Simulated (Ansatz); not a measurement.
## LiBr, space group Fm-3m: a convergence test of the plane-wave cutoff, step by step

Program: the Python package of Ansatz (0.2.0).

Contents of `libr.xyz`:
```text
2
Lattice="0.0 2.75065 2.75065 2.75065 0.0 2.75065 2.75065 2.75065 0.0" Properties=species:S:1:pos:R:3 pbc="T T T"
Li    0.00000000    0.00000000    0.00000000
Br    2.75065000    2.75065000    2.75065000
```

The cells in order, each with its output:

```python
import warnings

import ansatz as az
from tabulate import tabulate

warnings.simplefilter("ignore", az.DeckWarning)

system = az.Crystal.from_extxyz("libr.xyz")

len(system.resolved().sites)
```

    2

```python
model = (
    system.calculation()
    .functional("pbe")
    .kpoints(5)
    .occupations("fixed")
    .stress()
)
```

```python
rows = []
for value in [250, 300, 350, 400, 450]:
    rep = model.basis(value).run(threads=1, backend="cpu").report
    rows.append((value, rep["free_energy_ev"] / len(rep["lattice"]["sites"]), rep["n_iterations"], sum(rep["stress_gpa"][i][i] for i in range(3)) / 3, rep["n_pw"]))
```

    

```python
print(tabulate(rows, headers=["cutoff (eV)", "F/atom (eV)", "iterations", "P (GPa)", "plane waves"], floatfmt=".4f", tablefmt="simple"))
```

      cutoff (eV)    F/atom (eV)    iterations    P (GPa)    plane waves
    -------------  -------------  ------------  ---------  -------------
              250     -1495.3746             6     0.1287            339
              300     -1495.4670             6     0.1685            531
              350     -1495.4783             6     0.1696            609
              400     -1495.4788             6     0.1667            749
              450     -1495.4789             6     0.1664            893

```python
for row in rows[:-1]:
    shift = 1000 * (row[1] - rows[-1][1])
    print(f"{row[0]}: {shift:+.2f} meV/atom" + ("  (within 5 meV)" if abs(shift) < 5 else ""))
```

    250: +104.32 meV/atom
    300: +11.96 meV/atom
    350: +0.66 meV/atom  (within 5 meV)
    400: +0.19 meV/atom  (within 5 meV)

From 350 eV on it stays within 5 meV an atom of the value at 450 eV; the first row (250 eV) is off by 104.3 meV and the last but one by 0.19 meV. The energy falls steadily, as expected when plane waves are added. The pressure moves from 0.13 to 0.17 GPa (the program's stress holds a Pulay correction, so it settles early).

Reading the output:
- Pressure is positive in compression.
- The starting cell is as deposited in a crystallographic database; the results hold for this polymorph, which needn't be the stable one.
- Shifts are counted from the last row, which is itself no proven limit.
- The script silences the warnings on its input, which a real study should read.
- The whole script took 2.6 s on 1 thread of Intel(R) Xeon(R) Platinum 8488C (Sapphire Rapids), with other jobs on the host, peak memory 0.34 GiB.

(Lines on the test bed's own set-up are left out of the output.)
